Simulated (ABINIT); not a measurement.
Crystal: PbS (Galena).

```
CELL_PARAMETERS angstrom
0.00000 2.96575 2.96575
2.96575 0.00000 2.96575
2.96575 2.96575 0.00000
ATOMIC_POSITIONS crystal
Pb 0.00000 0.00000 0.00000
S 0.50000 0.50000 0.50000
```

Base run:

- Program: ABINIT 10.8.3 (patched build)
- Functional: PBE
- Potentials or basis: SPMS NC PBE v1.0
- Cutoff: 490 eV
- k mesh: 6 × 6 × 6
- Occupations: fixed
- Spin: no spin polarisation

Its results: band gap on the k mesh 0.38 eV, direct; pressure 2.0 GPa.

Question: The run is repeated on the same cell with these changes: functional from PBE to HSE06. What comes out?

Answer: Band gap on the k mesh 0.74 eV, direct; pressure -0.1 GPa.

HSE06 gives the wider gap, since exact exchange removes part of the self-interaction.

Caveats: spin-orbit coupling is left out, which as a rule narrows the gap of such compounds by several tenths of an eV; Libxc's HSE differs a little from that of other programs (some runs); the potentials were made for another functional, which shifts forces and pressure (some runs).

A k mesh can miss the band edges.
